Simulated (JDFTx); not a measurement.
Set up this calculation in JDFTx 1.7.0 (patched build), as the native input.

| Item | Value |
| --- | --- |
| Task | single point |
| Functional | PBE |
| Potentials or basis | PseudoDojo-SR-PBE-0.5-standard with smoothed tails |
| Cutoff | 1116 eV |
| Density cutoff | 8925 eV |
| k mesh | 10 × 10 × 5 |
| Occupations | fermi-dirac, width 0.05 eV |
| Spin | no spin polarisation |
| Local potential set to -Z/r beyond | 6 bohr |
| Bands | 14 |
| Density cutoff over wavefunction cutoff | 8 |
| Max SCF steps | 100 |
| SCF threshold on the energy | 1e-09 Ha |
| Solver of the electrons | scf |
| Further solve for the empty bands | yes |

Crystal: SiC (Moissanite).

```xyz
4
Lattice="3.0760 0.0000 0.0000 -1.5380 2.6639 0.0000 0.0000 0.0000 5.0480" Properties=species:S:1:pos:R:3 pbc="T T T"
Si    1.5380    0.8880    2.5240
Si    0.0000    1.7759    0.0000
C     1.5380    0.8880    4.4675
C     0.0000    1.7759    1.9435
```

These files were run (other wordings do the same):

SiC.in

```
include SiC.lattice
coords-type Lattice
include SiC.ionpos

ion-species pseudo/Si.upf
ion-species pseudo/C.upf
elec-cutoff 41 328
elec-ex-corr gga-PBE
kpoint-folding 10 10 5
elec-smearing Fermi 0.0018374661
elec-n-bands 14
electronic-SCF nIterations 100 energyDiffThreshold 1e-09
electronic-minimize nIterations 30 energyDiffThreshold 1e-7
converge-empty-states yes
forces-output-coords Cartesian

dump-name run.$VAR
dump End Ecomponents EigStats BandEigs Kpoints Forces Stress ElecDensity
```

SiC.lattice

```
lattice \
    5.8127975593    -2.9063987797     0.0000000000 \
    0.0000000000     5.0340303534     0.0000000000 \
    0.0000000000     0.0000000000     9.5393374771
```

SiC.ionpos

```
ion Si     0.6666666667     0.3333333333     0.5000000000 1
ion Si     0.3333333333     0.6666666667     0.0000000000 1
ion C      0.6666666667     0.3333333333     0.8850000000 1
ion C      0.3333333333     0.6666666667     0.3850000000 1
```

Potentials or basis: PseudoDojo-SR-PBE-0.5-standard with smoothed tails.

Launch:

```bash
$ jdftx -c 1 -i SiC.in -o SiC.out
```

Results of the run:

```yaml
Pressure: 3.7 GPa
Largest_force: 0.760 eV/Å
Band_gap_on_the_k_mesh: 2.49 eV, indirect (least direct gap 4.09 eV)
Loewdin_charges: Si +1.11; C -1.03 e
```

Caveat: the empty levels aren't tightly converged; an odd mesh through Γ misses points on the zone boundary, where band edges often lie.

It took 91 s on 1 thread of Arm Neoverse V2, on a shared host, peak memory 0.2 GiB.
